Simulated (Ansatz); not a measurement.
Crystal: MgS (Niningerite).

```
S Mg
1.0
     0.00000    2.60165    2.60165
     2.60165    0.00000    2.60165
     2.60165    2.60165    0.00000
S Mg
1 1
Cartesian
  2.6016 2.6016 2.6016
  0.0000 0.0000 0.0000
```

Base run:

| Quantity | Value |
| --- | --- |
| Program | Ansatz 0.2.0 |
| Functional | PBEsol |
| Potentials or basis | all-electron LAPW, scalar-relativistic |
| Cutoff | 184 eV (chosen from the basis error) |
| Basis error allowed | 0.001 eV/atom |
| k mesh | 9 × 9 × 9 |
| Occupations | fermi-dirac, width 0.05 eV |
| Spin | no spin polarisation |

Its results: band gap on the k mesh 2.83 eV, indirect (least direct gap 3.59 eV); pressure -1.0 GPa.

Problem. The run is repeated on the same cell with these changes: functional from PBEsol to LDA. What comes out?

Solution. Band gap on the k mesh 2.69 eV, indirect (least direct gap 3.48 eV); pressure -3.3 GPa.

LDA binds more tightly than PBEsol, so the same cell stands under less pressure.

Caveats: the mesh misses the band edges, which the band path finds closer together.
